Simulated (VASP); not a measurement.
# PbSe (Clausthalite) (Fm-3m) in VASP: settings compared

Aim: see how the results for PbSe (Clausthalite) move with the level of theory and the settings. Levels: PBE, PBEsol+D4, RPBE. Tasks: single point.

Program: VASP 6.6.1. These are calculated values, not measurements. Logs are shortened: lines on timing, memory, paths and dates and some standing lists are left out, and cuts for length are marked.

**What was measured.**

A printed reference work, monograph reports, for a bulk crystal of PbSe at 300 K: band gap 0.28 eV (direct).

The results are compared with them further down.

**1. The cell of the first run**

The structure is cubic, space group Fm-3m (No. 225). Conventional cell: a = 6.121 Å, b = 6.121 Å, c = 6.121 Å, α = 90.00°, β = 90.00°, γ = 90.00°. Within 4.0 Å of Pb (site symmetry m-3m) lie 6 Se at 3.06 Å. Se (site symmetry m-3m) has 6 Pb at 3.06 Å within 4.0 Å.

**2. Single point, PBE**

Contents of INCAR:

```
SYSTEM = PbSe
PREC = Accurate
ENCUT = 520
EDIFF = 1E-6
ISMEAR = -1
SIGMA = 0.05
LREAL = .FALSE.
LASPH = .TRUE.
NELM = 100
ALGO = Normal
ISIF = 2
LWAVE = .FALSE.
LCHARG = .FALSE.
GGA = PE
NBANDS = 17
```

Contents of KPOINTS:

```
Automatic mesh
0
G
  6 6 6
  0 0 0
```

Contents of POSCAR:

```
PbSe
1.0
    0.0000000000      3.0606500000      3.0606500000
    3.0606500000      0.0000000000      3.0606500000
    3.0606500000      3.0606500000      0.0000000000
Pb Se
1 1
Direct
    0.0000000000      0.0000000000      0.0000000000
    0.5000000000      0.5000000000      0.5000000000
```

Potentials or basis: VASP PAW PBE potentials, release 64 (Pb_d, Se).

On the command line:

```console
cat potpaw_PBE.64/Pb_d/POTCAR potpaw_PBE.64/Se/POTCAR > POTCAR
mpirun -np 1 vasp_std > vasp.out
```

OUTCAR:

```text
SYSTEM = PbSe
   PREC = Accurate
   ENCUT = 520
   EDIFF = 1E-6
   ISMEAR = -1
   LREAL = .FALSE.
   LASPH = .TRUE.
   NELM = 100
   ISIF = 2
   GGA = PE

 ion  position               nearest neighbor table
   1  0.000  0.000  0.000-   2 3.06   2 3.06   2 3.06   2 3.06   2 3.06   2 3.06
   2  0.500  0.500  0.500-   1 3.06   1 3.06   1 3.06   1 3.06   1 3.06   1 3.06

  LATTYP: Found a face centered cubic cell.
 ALAT       =     6.1213000000

  Lattice vectors:

 A1 = (   0.0000000000,   3.0606500000,   3.0606500000)
 A2 = (   3.0606500000,   0.0000000000,   3.0606500000)
 A3 = (   3.0606500000,   3.0606500000,   0.0000000000)

Analysis of symmetry for initial positions (statically):
=====================================================================
 Subroutine PRICEL returns:
 Original cell was already a primitive cell.

 Routine SETGRP: Setting up the symmetry group for a
 face centered cubic supercell.

 Subroutine GETGRP returns: Found 48 space group operations
 (whereof 48 operations were pure point group operations)
 out of a pool of 48 trial point group operations.

The static configuration has the point symmetry O_h .

Analysis of symmetry for dynamics (positions and initial velocities):
=====================================================================
 Subroutine PRICEL returns:
 Original cell was already a primitive cell.

 Routine SETGRP: Setting up the symmetry group for a
 face centered cubic supercell.

 Subroutine GETGRP returns: Found 48 space group operations
 (whereof 48 operations were pure point group operations)
 out of a pool of 48 trial point group operations.

The dynamic configuration has the point symmetry O_h .

 Subroutine INISYM returns: Found 48 space group operations
 (whereof 48 operations are pure point group operations),
 and found     1 'primitive' translations

----------------------------------------------------------------------------------------

                                     Primitive cell

  volume of cell :      57.3418

  direct lattice vectors                    reciprocal lattice vectors
     0.000000000  3.060650000  3.060650000    -0.163363991  0.163363991  0.163363991
     3.060650000  0.000000000  3.060650000     0.163363991 -0.163363991  0.163363991
     3.060650000  3.060650000  0.000000000     0.163363991  0.163363991 -0.163363991

  length of vectors
     4.328412740  4.328412740  4.328412740     0.282954733  0.282954733  0.282954733

  position of ions in fractional coordinates (direct lattice)
     0.000000000  0.000000000  0.000000000
     0.500000000  0.500000000  0.500000000

  ion indices of the primitive-cell ions
   primitive index   ion index
                 1           1
                 2           2

----------------------------------------------------------------------------------------

 KPOINTS: Automatic mesh

Automatic generation of k-mesh.
 Grid dimensions read from file:
 generate k-points for:    6    6    6

 Generating k-lattice:

  Cartesian coordinates                     Fractional coordinates (reciprocal lattice)
    -0.027227332  0.027227332  0.027227332     0.166666667  0.000000000  0.000000000
     0.027227332 -0.027227332  0.027227332     0.000000000  0.166666667  0.000000000
     0.027227332  0.027227332 -0.027227332     0.000000000  0.000000000  0.166666667

  Length of vectors
     0.047159122  0.047159122  0.047159122

  Shift w.r.t. Gamma in fractional coordinates (k-lattice)
     0.000000000  0.000000000  0.000000000

 Subroutine IBZKPT returns following result:
 ===========================================

 Found     16 irreducible k-points:

 Following reciprocal coordinates:
            Coordinates               Weight
  0.000000  0.000000  0.000000      1.000000
  0.166667  0.000000  0.000000      8.000000
  0.333333  0.000000  0.000000      8.000000
  0.500000  0.000000  0.000000      4.000000
  0.166667  0.166667  0.000000      6.000000
  0.333333  0.166667  0.000000     24.000000
[... 8 lines left out ...]
 -0.333333  0.333333  0.166667     24.000000
 -0.333333  0.500000  0.166667     12.000000
   k-points           NKPTS =     16   k-points in BZ     NKDIM =     16   number of bands    NBANDS=     17
   number of dos      NEDOS =    301   number of ions     NIONS =      2
   total plane-waves  NPLWV =  32768
   dimension x,y,z NGX =    32 NGY =   32 NGZ =   32
   dimension x,y,z NGXF=    64 NGYF=   64 NGZF=   64
   ions per type =               1   1
   NGX,Y,Z   is equivalent  to a cutoff of  12.29, 12.29, 12.29 a.u.
   NGXF,Y,Z  is equivalent  to a cutoff of  24.58, 24.58, 24.58 a.u.
 SYSTEM =  PbSe
   PREC   = accura    normal or accurate (medium, high low for compatibility)
   ISTART =      0    job   : 0-new  1-cont  2-samecut
   ICHARG =      2    charge: 1-file 2-atom 10-const
   ISPIN  =      1    spin polarized calculation?
   LNONCOLLINEAR =      F non collinear calculations
   LSORBIT =      F    spin-orbit coupling
   LASPH  =      T    aspherical Exc in radial PAW
   ENCUT  =  520.0 eV  38.22 Ry    6.18 a.u.   8.05  8.05  8.05*2*pi/ulx,y,z
   NELM   =    100;   NELMIN=  2; NELMDL= -5     # of ELM steps
   EDIFF  = 0.1E-05   stopping-criterion for ELM
   LREAL  =      F    real-space projection
   EDIFFG = 0.1E-04   stopping-criterion for IOM
   NSW    =      0    number of steps for IOM
   IBRION =     -1    ionic relax: 0-MD 1-quasi-New 2-CG
   NFREE  =      0    steps in history (QN), initial steepest desc. (CG)
   ISIF   =      2    stress and relaxation
   ISYM   =      2    0-nonsym 1-usesym 2-fastsym
   POTIM  = 0.5000    time-step for ionic-motion
   TEBEG  =    0.0;   TEEND  =   0.0 temperature during run
   PSTRESS=    0.0 pullay stress
   NELECT =      20.0000    total number of electrons
   NUPDOWN=      -1.0000    fix difference up-down
   EMIN   =  10.00;   EMAX   =-10.00  energy-range for DOS
   EFERMI =   0.00;   METHOD = LEGACY
   ISMEAR =    -1;   SIGMA  =   0.05  broadening in eV -4-tet -1-fermi 0-gaus
   EFERMI_NEDOS =   21; number of points for ismear=-14 and -15
   IALGO  =     38    algorithm
   IMIX   =      4    mixing-type and parameters
     AMIX     =   0.40;   BMIX     =  1.00
     AMIX_MAG =   1.60;   BMIX_MAG =  1.00
  volume/ion in A,a.u.               =      28.67       193.48
[... 47 lines left out ...]
      2     -11.7708      2.00000
      3     -11.7667      2.00000
      4     -11.7587      2.00000
      5     -11.7587      2.00000
      6      -8.3220      2.00000
[... 9 lines left out ...]
     16      12.1618      0.00000
     17      14.9626      0.00000

 k-point     3 :       0.3333    0.0000    0.0000
  band No.  band energies     occupation
      1     -11.7828      2.00000
      2     -11.7828      2.00000
      3     -11.7653      2.00000
      4     -11.7423      2.00000
      5     -11.7423      2.00000
      6      -7.8085      2.00000
[... 9 lines left out ...]
     16      13.6144      0.00000
     17      16.8910      0.00000

 k-point     4 :       0.5000    0.0000    0.0000
  band No.  band energies     occupation
      1     -11.7889      2.00000
      2     -11.7889      2.00000
      3     -11.7647      2.00000
      4     -11.7341      2.00000
      5     -11.7341      2.00000
      6      -7.4637      2.00000
[... 9 lines left out ...]
     16      15.2210      0.00000
     17      15.2370      0.00000

 k-point     5 :       0.1667    0.1667    0.0000
  band No.  band energies     occupation
      1     -11.7833      2.00000
      2     -11.7722      2.00000
      3     -11.7591      2.00000
      4     -11.7570      2.00000
      5     -11.7570      2.00000
      6      -8.2479      2.00000
[... 9 lines left out ...]
     16      13.2005      0.00000
     17      14.0374      0.00000

 k-point     6 :       0.3333    0.1667    0.0000
  band No.  band energies     occupation
      1     -11.8045      2.00000
      2     -11.7710      2.00000
      3     -11.7662      2.00000
      4     -11.7474      2.00000
      5     -11.7399      2.00000
      6      -7.8238      2.00000
[... 9 lines left out ...]
     16      14.5206      0.00000
     17      15.9569      0.00000

 k-point     7 :       0.5000    0.1667    0.0000
  band No.  band energies     occupation
      1     -11.8117      2.00000
      2     -11.7770      2.00000
      3     -11.7624      2.00000
      4     -11.7428      2.00000
      5     -11.7323      2.00000
      6      -7.3803      2.00000
[... 9 lines left out ...]
     16      15.4577      0.00000
     17      15.8046      0.00000

 k-point     8 :      -0.3333    0.1667    0.0000
  band No.  band energies     occupation
      1     -11.7991      2.00000
      2     -11.7814      2.00000
      3     -11.7597      2.00000
      4     -11.7423      2.00000
      5     -11.7413      2.00000
      6      -7.4999      2.00000
[... 9 lines left out ...]
     16      14.7707      0.00000
     17      16.1234      0.00000

 k-point     9 :      -0.1667    0.1667    0.0000
  band No.  band energies     occupation
      1     -11.7790      2.00000
      2     -11.7770      2.00000
      3     -11.7651      2.00000
      4     -11.7558      2.00000
      5     -11.7466      2.00000
      6      -8.0032      2.00000
[... 9 lines left out ...]
     16      13.9725      0.00000
     17      14.6514      0.00000

 k-point    10 :       0.3333    0.3333    0.0000
  band No.  band energies     occupation
      1     -11.8484      2.00000
      2     -11.7812      2.00000
      3     -11.7496      2.00000
      4     -11.7347      2.00000
      5     -11.7347      2.00000
      6      -7.5399      2.00000
[... 9 lines left out ...]
     16      15.3319      0.00000
     17      16.2387      0.00000

 k-point    11 :       0.5000    0.3333    0.0000
  band No.  band energies     occupation
      1     -11.8645      2.00000
      2     -11.7772      2.00000
      3     -11.7544      2.00000
      4     -11.7316      2.00000
      5     -11.7273      2.00000
      6      -7.1963      2.00000
[... 9 lines left out ...]
     16      16.2517      0.00000
     17      16.9798      0.00000

 k-point    12 :      -0.3333    0.3333    0.0000
  band No.  band energies     occupation
      1     -11.8390      2.00000
      2     -11.7676      2.00000
      3     -11.7603      2.00000
      4     -11.7430      2.00000
      5     -11.7334      2.00000
      6      -7.1699      2.00000
[... 9 lines left out ...]
     16      14.5586      0.00000
     17      16.6034      0.00000

 k-point    13 :       0.5000    0.5000    0.0000
  band No.  band energies     occupation
      1     -11.8917      2.00000
      2     -11.7858      2.00000
      3     -11.7448      2.00000
      4     -11.7230      2.00000
      5     -11.7230      2.00000
      6      -7.0939      2.00000
[... 9 lines left out ...]
     16      16.7160      0.00000
     17      17.7026      0.00000

 k-point    14 :       0.5000    0.3333    0.1667
  band No.  band energies     occupation
      1     -11.8290      2.00000
      2     -11.7680      2.00000
      3     -11.7671      2.00000
      4     -11.7395      2.00000
      5     -11.7351      2.00000
      6      -7.4128      2.00000
[... 9 lines left out ...]
     16      15.3179      0.00000
     17      15.6588      0.00000

 k-point    15 :      -0.3333    0.3333    0.1667
  band No.  band energies     occupation
      1     -11.8380      2.00000
      2     -11.7706      2.00000
      3     -11.7546      2.00000
      4     -11.7515      2.00000
      5     -11.7285      2.00000
      6      -7.1697      2.00000
[... 9 lines left out ...]
     16      16.4459      0.00000
     17      16.5115      0.00000

 k-point    16 :      -0.3333    0.5000    0.1667
  band No.  band energies     occupation
      1     -11.8659      2.00000
      2     -11.7708      2.00000
      3     -11.7581      2.00000
      4     -11.7394      2.00000
      5     -11.7230      2.00000
      6      -7.0722      2.00000
[... 9 lines left out ...]
     16      16.7346      0.00000
     17      17.7425      0.00000

------------------------ aborting loop because EDIFF is reached ----------------------------------------

  FORCE on cell =-STRESS in cart. coord.  units (eV):
  Direction    XX          YY          ZZ          XY          YZ          ZX
  --------------------------------------------------------------------------------------
  -------------------------------------------------------------------------------------
  Total        0.8391851      0.8391851      0.8391851      0.0000000      0.0000000     -0.0000000
  in kB       23.4475431     23.4475431     23.4475431      0.0000000      0.0000000     -0.0000000
  external PRESSURE =      23.4475431 kB  Pullay stress =       0.0000000 kB

 VOLUME and BASIS-vectors are now :
 -----------------------------------------------------------------------------
  energy-cutoff  :      520.00
  volume of cell :       57.34
      direct lattice vectors                 reciprocal lattice vectors
     0.000000000  3.060650000  3.060650000    -0.163363991  0.163363991  0.163363991
     3.060650000  0.000000000  3.060650000     0.163363991 -0.163363991  0.163363991
     3.060650000  3.060650000  0.000000000     0.163363991  0.163363991 -0.163363991

 POSITION                                       TOTAL-FORCE (eV/Angst)
 -----------------------------------------------------------------------------------
      0.00000      0.00000      0.00000         0.000000      0.000000     -0.000000
      3.06065      3.06065      3.06065        -0.000000     -0.000000      0.000000
 -----------------------------------------------------------------------------------
    total drift:                                0.000000     -0.000000     -0.000000

  FREE ENERGIE OF THE ION-ELECTRON SYSTEM (eV)
  ---------------------------------------------------
  free  energy   TOTEN  =        -8.1814518374 eV

  energy  without entropy=       -8.1807082804  energy(sigma->0) =       -8.18108006
```

It took 19 s on 1 thread of AMD EPYC 7R13, shared host; peak memory 0.15 GiB.

What came out:

| Property | Result |
| --- | --- |
| Free energy | -8.1815 eV |
| Pressure | 2.3 GPa |
| Band gap on the k mesh | 0.29 eV, direct |

Levels at points of the mesh, in eV from the valence-band top:
```csv
k point,band 8,band 9,band 10,band 11,band 12,band 13
"(0.00, 0.00, 0.00)",-1.88,-1.88,-1.88,4.71,4.71,4.71
"(0.50, 0.00, 0.00)",-1.47,-1.47,0.00,0.29,1.70,1.70
"(0.50, 0.50, 0.00)",-4.98,-3.24,-3.24,3.69,5.61,5.61
```

Caveat: spin-orbit coupling is left out, which moves the levels of the heavy elements.

**3. Single point, PBEsol+D4**

This run uses another cell than the first one, of 27.76 Å³/atom, 0.968 times its volume.

Contents of INCAR:

```
SYSTEM = PbSe
PREC = Accurate
ENCUT = 520
EDIFF = 1E-6
ISMEAR = -1
SIGMA = 0.05
LREAL = .False.
LASPH = .True.
NELM = 80
ALGO = Normal
ISIF = 2
LWAVE = .False.
LCHARG = .True.
GGA = PS
IVDW = 13
LELF = .True.
LVHAR = .True.
NBANDS = 17
```

Contents of KPOINTS:

```
Automatic mesh
0
Gamma
  8 8 8
  0 0 0
```

Contents of POSCAR:

```
PbSe
1.0
    0.0000000000      3.0278447523      3.0278447523
    3.0278447523      0.0000000000      3.0278447523
    3.0278447523      3.0278447523      0.0000000000
Pb Se
1 1
Direct
    0.0000000000      0.0000000000      0.0000000000
    0.5000000000      0.5000000000      0.5000000000
```

Potentials or basis: VASP PAW PBE potentials, release 64 (Pb_d, Se).

On the command line:

```console
cat potpaw_PBE.64/Pb_d/POTCAR potpaw_PBE.64/Se/POTCAR > POTCAR
mpirun -np 1 vasp_std > vasp.out
```

Wall time 27 s (1 thread of Intel Xeon 6975P-C, shared host); peak memory 0.19 GiB.

It converged, with:

```yaml
Free_energy: -9.3885 eV
Pressure: -0.1 GPa
Band_gap_on_the_k_mesh: 0.09 eV, direct
Dispersion_energy_per_atom: -0.238 eV
```

Levels at points of the mesh, in eV from the valence-band top:
```tsv
k point	band 8	band 9	band 10	band 11	band 12	band 13
(0.00, 0.00, 0.00)	-2.05	-2.05	-2.05	4.72	4.72	4.72
(0.50, 0.00, 0.00)	-1.61	-1.61	0.00	0.09	1.55	1.55
(0.50, 0.50, 0.00)	-5.33	-3.48	-3.48	3.41	5.68	5.68
```

Caveat: the PAW data sets were made with another functional, which shifts forces and pressure a little; spin-orbit coupling is left out, which moves the levels of the heavy elements.

**4. Single point, RPBE**

Contents of INCAR:

```
PREC = Accurate
ENCUT = 520
EDIFF = 1E-6
ISMEAR = -1
SIGMA = 0.05
LREAL = F
LASPH = T
NELM = 80
ALGO = Normal
ISIF = 2
LWAVE = F
LCHARG = T
GGA = RP
LELF = T
LVHAR = T
NBANDS = 17
```

Contents of KPOINTS:

```
regular mesh
0
Gamma
  8 8 8
```

Contents of POSCAR:

```
PbSe
1.0
    0.0000000000      3.0606500000      3.0606500000
    3.0606500000      0.0000000000      3.0606500000
    3.0606500000      3.0606500000      0.0000000000
Pb Se
1 1
Direct
    0.0000000000      0.0000000000      0.0000000000
    0.5000000000      0.5000000000      0.5000000000
```

On the command line:

```console
cat potpaw_PBE.64/Pb_d/POTCAR potpaw_PBE.64/Se/POTCAR > POTCAR
mpirun -np 1 vasp_std > vasp.out
```

Run time: 36 s. Hardware: 1 thread of Intel Xeon 6975P-C, shared host; peak memory 0.19 GiB.

Results (log left out):

* Free energy: -7.4635 eV
* Pressure: 4.2 GPa
* Band gap on the k mesh: 0.38 eV, direct

Levels at points of the mesh, in eV from the valence-band top:
```tsv
k point	band 6	band 7	band 8	band 9	band 10	band 11	band 12	band 13	band 14	band 15
(0.00, 0.00, 0.00)	-13.57	-6.26	-1.89	-1.89	-1.89	4.76	4.76	4.76	6.55	6.55
(0.50, 0.00, 0.00)	-12.51	-8.78	-1.49	-1.49	0.00	0.38	1.74	1.74	8.67	10.15
(0.50, 0.50, 0.00)	-12.14	-7.36	-4.96	-3.23	-3.23	3.77	5.65	5.65	6.10	11.26
```

Caveat: the PAW data sets were made with another functional, which shifts forces and pressure a little; spin-orbit coupling is left out, which moves the levels of the heavy elements.

**5. Overview**

| level | cell | k mesh | gap on the mesh (eV) | pressure (GPa) |
| --- | --- | --- | --- | --- |
| PBE | a = 4.328 Å, angles 60.0°, 2 atoms | 6 × 6 × 6 | 0.29 | 2.3 |
| PBEsol+D4 | a = 4.282 Å, angles 60.0°, 2 atoms | 8 × 8 × 8 | 0.09 | -0.1 |
| RPBE | a = 4.328 Å, angles 60.0°, 2 atoms | 8 × 8 × 8 | 0.38 | 4.2 |

Alike in all rows: task single point; potentials or basis VASP PAW PBE potentials, release 64 (Pb_d, Se); no spin polarisation; cutoff (eV) 520; smearing fermi-dirac 0.05 eV.

Caveats: spin-orbit coupling is left out, which moves the levels of the heavy elements; the PAW data sets were made with another functional, which shifts forces and pressure a little (some runs).

Total energies depend on the potentials used, so only differences within one code and one set of settings carry meaning.

**6. How close it comes**

Step 2. Against the measured gap of PbSe, 0.28 eV (direct; 300 K; a printed reference work, monograph), the calculated 0.29 eV is off by +0.01 eV. 2 values of this kind are on record (0.15 to 0.28 eV); this one was drawn at random. Spin-orbit coupling on Pb, Se is left out. The value is that of PBE on a finite k mesh, which can miss the band edges, without temperature or zero-point motion.

Step 3. Against the measured gap of PbSe, 0.28 eV (direct; 300 K; a printed reference work, monograph), the calculated 0.09 eV is off by -0.19 eV. 2 values of this kind are on record (0.15 to 0.28 eV); this one was drawn at random. Spin-orbit coupling on Pb, Se is left out. The value is that of PBEsol+D4 on a finite k mesh, which can miss the band edges, without temperature or zero-point motion. Semilocal functionals fall short of measured gaps as a rule.
